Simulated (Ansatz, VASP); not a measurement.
## ZnO in VASP and in Ansatz

```xyz
2
Lattice="-0.0651 2.1694 2.1694 2.1044 0.0000 2.1044 2.1694 2.1694 -0.0651" Properties=species:S:1:pos:R:3 pbc="T T T"
Zn    0.0000    0.0000    0.0000
O     2.1044    2.1694    2.1044
```

Change from the starting cell: strain -0.0600 x Voigt [0, 0, 0, 0, 1, 0], atoms carried along.

Alike in both runs: task single point; functional LDA; k mesh 12 × 12 × 12; occupations gaussian, width 0.05 eV; no spin polarisation.

|  | VASP | Ansatz |
| --- | --- | --- |
| version | VASP 6.6.1 | Ansatz 0.2.0 |
| potentials or method | VASP PAW LDA potentials, release 64 (Zn, O) | scalar-relativistic, plane waves, PAW |
| plane-wave cutoff (eV) | 520 | 420 |
| valence electrons in the cell | 18 | 18 |

|  | VASP | Ansatz | Ansatz less VASP |
| --- | --- | --- | --- |
| gap on the k mesh at the Fermi level (eV) | 0.60 | 0.60 | 0.000 |
| least direct gap on the mesh (eV) | 1.64 | 1.64 | +0.007 |
| pressure (GPa) | -13.9 | -15.0 | -1.06 |
| largest component of the traceless stress (GPa) | 5.25 | 5.28 | +0.029 |

A k mesh can miss the band edges.
